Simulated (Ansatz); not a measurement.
TiO$_{2}$: random displacements

Level of theory: Ansatz, DFT r2SCAN, scalar-relativistic, plane waves, PAW. Cutoff 500 eV, Γ-centred 6×6×4 k-points, Gaussian smearing of 0.05 eV. No spin polarisation. Energies are free energies at this smearing, counted from the undisturbed cell; pressure is positive in compression.

The undisturbed cell (relaxed at this level; this form isn't the usual structure):

```
CELL_PARAMETERS angstrom
5.56199 0.00000 0.00000
-2.78099 4.81682 0.00000
0.00000 0.00000 6.06023
ATOMIC_POSITIONS crystal
Ti 0.46617 0.00000 0.33333
Ti 0.00000 0.46617 0.66667
Ti 0.53383 0.53383 0.00000
O 0.41894 0.27174 0.21360
O 0.72826 0.14720 0.54693
O 0.85280 0.58106 0.88027
O 0.27174 0.41894 0.78640
O 0.14720 0.72826 0.45307
O 0.58106 0.85280 0.11973
```

The atoms are displaced (Å, in the unstrained cell):

| atom | ux | uy | uz |
| --- | --- | --- | --- |
| Ti1 | -0.152 | 0.065 | -0.121 |
| Ti2 | 0.169 | -0.048 | -0.002 |
| Ti3 | 0.001 | -0.058 | -0.055 |
| O4 | -0.058 | 0.033 | 0.013 |
| O5 | 0.005 | 0.040 | 0.297 |
| O6 | 0.056 | 0.089 | -0.017 |
| O7 | -0.046 | 0.034 | -0.120 |
| O8 | 0.071 | -0.033 | 0.020 |
| O9 | -0.047 | -0.123 | -0.016 |

Strain (Voigt, engineering shear): (0.0035, 0.0107, 0.0045, -0.0151, 0.0043, -0.0025).

(1) What are the energy change, the stress and the forces?

## Answers

(1) ΔE = 298.3 meV/atom; stress (xx, yy, zz, yz, xz, xy; compression positive) (6.43, 1.41, -2.32, -2.84, 7.89, -3.69) GPa; gap on the mesh 3.07 eV.
```
atom Fx (eV/Å) Fy Fz
 Ti1       3.47  -3.98   4.03
 Ti2      -9.80   2.90  -2.60
 Ti3       2.07   1.85  -1.60
  O4      -1.22   0.87  -0.67
  O5      -2.04  -2.70  -3.27
  O6      -1.84  -0.66   1.19
  O7       9.62  -1.36   4.46
  O8       0.48   2.27  -1.99
  O9      -0.74   0.83   0.44
```

Cost: 1 run of about 0.6 core-minutes, on AMD EPYC 9R45 (Zen 5) (shared hosts).